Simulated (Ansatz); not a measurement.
Input, command and steps of an Ansatz relaxation.

```yaml
crystal:
  lattice:
    - [-2.09648746, 2.10173181, 2.44535246]
    - [2.09648746, -2.10173181, 2.44535246]
    - [2.09648746, 2.10173181, -2.44535246]
  atoms:
    - { symbol: Ca, position: [0.5, 0.5, 0.0] }
basis:
  ecutwfc: 420
kpoints:
  mp_grid: { grid: [12, 12, 12] }
hamiltonian:
  xc: pbe
scf:
  occupations: { method: gaussian, width: 0.1 }
output:
  forces: true
  stress: true
  eigenvalues: true
  write_density: true
  write_potential: true
  elf: true
  volumetric_format: npy
relax:
  adjacent_minimum: "off"
  f_tol: 0.02
  max_steps: 70
  cell: { stress_tol: 0.1 }
```

```bash
ansatz run input.yaml --threads 2 --pin off --max-ram 5120MiB --backend cpu --events-out ev --progress --plain --runs-dir out
```

Theory: DFT PBE, scalar-relativistic, plane waves, PAW in Ansatz.

Of 8 frames 8 are shown, positions in Å and forces in eV/Å; the SCF threshold varies from step to step. Steps run on the plane waves of an earlier cell, with a Pulay correction in the pressure. The basis is chosen afresh for the last frame, the zero of the energies, and can be on the way; energy and pressure step there, also at an unchanged geometry.

```xyz
1
Lattice="-2.0965 2.1017 2.4454 2.0965 -2.1017 2.4454 2.0965 2.1017 -2.4454" Properties=species:S:1:pos:R:3:forces:R:3 pbc="T T T" step=1 free_energy_over_end_meV_per_atom=11.21 pressure_GPa=-0.37
Ca    0.0000    0.0000    2.4454    0.0000    0.0000    0.0000
1
Lattice="-2.0867 2.0913 2.4464 2.0867 -2.0913 2.4464 2.0867 2.0913 -2.4464" Properties=species:S:1:pos:R:3:forces:R:3 pbc="T T T" step=2 free_energy_over_end_meV_per_atom=10.08 pressure_GPa=-0.22
Ca    0.0000    0.0000    2.4464    0.0000    0.0000    0.0000
1
Lattice="-2.0520 2.0533 2.4715 2.0520 -2.0533 2.4715 2.0520 2.0533 -2.4715" Properties=species:S:1:pos:R:3:forces:R:3 pbc="T T T" step=3 free_energy_over_end_meV_per_atom=7.92 pressure_GPa=0.20
Ca    0.0000    0.0000    2.4715    0.0000    0.0000    0.0000
1
Lattice="-2.0112 2.0114 2.5803 2.0112 -2.0114 2.5803 2.0112 2.0114 -2.5803" Properties=species:S:1:pos:R:3:forces:R:3 pbc="T T T" step=4 free_energy_over_end_meV_per_atom=3.41 pressure_GPa=0.18
Ca    0.0000    0.0000    2.5803    0.0000    0.0000    0.0000
1
Lattice="-1.9737 1.9736 2.6993 1.9737 -1.9736 2.6993 1.9737 1.9736 -2.6993" Properties=species:S:1:pos:R:3:forces:R:3 pbc="T T T" step=5 free_energy_over_end_meV_per_atom=0.49 pressure_GPa=0.06
Ca    0.0000    0.0000    2.6993    0.0000    0.0000    0.0000
1
Lattice="-1.9493 1.9490 2.7725 1.9493 -1.9490 2.7725 1.9493 1.9490 -2.7725" Properties=species:S:1:pos:R:3:forces:R:3 pbc="T T T" step=6 free_energy_over_end_meV_per_atom=0.16 pressure_GPa=0.02
Ca    0.0000    0.0000    2.7725    0.0000    0.0000    0.0000
1
Lattice="-1.9590 1.9592 2.7512 1.9590 -1.9592 2.7512 1.9590 1.9592 -2.7512" Properties=species:S:1:pos:R:3:forces:R:3 pbc="T T T" step=7 free_energy_over_end_meV_per_atom=0.11 pressure_GPa=-0.02
Ca    0.0000    0.0000    2.7512    0.0000    0.0000    0.0000
1
Lattice="-1.9590 1.9592 2.7512 1.9590 -1.9592 2.7512 1.9590 1.9592 -2.7512" Properties=species:S:1:pos:R:3:forces:R:3 pbc="T T T" step=8 free_energy_over_end_meV_per_atom=0.00 pressure_GPa=-0.01
Ca    0.0000    0.0000    2.7512    0.0000    0.0000    0.0000
```

The run took 20 s on 2 threads of Arm Neoverse V2 (shared host), peak memory 0.45 GiB.